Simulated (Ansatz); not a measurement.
Write the native input for Ansatz 0.2.0 that does the following.

```yaml
Task: single point
Functional: PBE
Potentials_or_basis: Ansatz PAW
Cutoff: "420 eV (not typed: the program's choice for these potentials)"
k_mesh: 11 × 11 × 11
Occupations: gaussian, width 0.011 eV
Spin: collinear spin, ferromagnetic start
Starting_moments: "[2.0, 0.0] μB"
```

CoO:

```
Co O
1.0
     0.00000    2.13150    2.13150
     2.13150    0.00000    2.13150
     2.13150    2.13150    0.00000
Co O
1 1
Cartesian
  0.0000 0.0000 0.0000
  2.1315 2.1315 2.1315
```

These files were run (other wordings do the same):

input.yaml

```yaml
crystal:
  lattice:
    - [0.0, 2.1315, 2.1315]
    - [2.1315, 0.0, 2.1315]
    - [2.1315, 2.1315, 0.0]
  atoms:
    - { symbol: Co, position: [0.0, 0.0, 0.0], spin: 2.0 }
    - { symbol: O, position: [0.5, 0.5, 0.5] }
hamiltonian:
  xc: pbe
  pseudopotentials: { kind: paw }
magnetization:
  spin_polarized: true
kpoints:
  mp_grid: { grid: [11, 11, 11] }
scf:
  occupations: { method: gaussian, width: 0.011 }
output:
  forces: true
  stress: true
  eigenvalues: true
```

Potentials or basis: Ansatz PAW.

Command:

```sh
$ ansatz run input.yaml --threads 2 --pin off --max-ram 5632MiB --backend cpu --events-out ev --progress --plain --runs-dir out
```

It gave:

| Item | Value |
| --- | --- |
| Pressure | -1.5 GPa |
| Band gap on the k mesh | none (metal or under the smearing width) |
| Net moment | 2.99 μB per cell |
| Absolute moment | 3.01 μB per cell |
| Site moments | Co +2.53; O +0.34 μB |

Caveat: the pressure holds a Pulay correction of +0.7 GPa for the finite cutoff; a cell with one magnetic atom can't hold antiferromagnetic order, which such compounds often take; semilocal functionals often make such compounds metallic where correlation or magnetic order opens a gap, which also shifts bond lengths.

It took 3.1 s on 2 threads of Arm Neoverse V1, with other jobs on the host, peak memory 0.3 GiB.
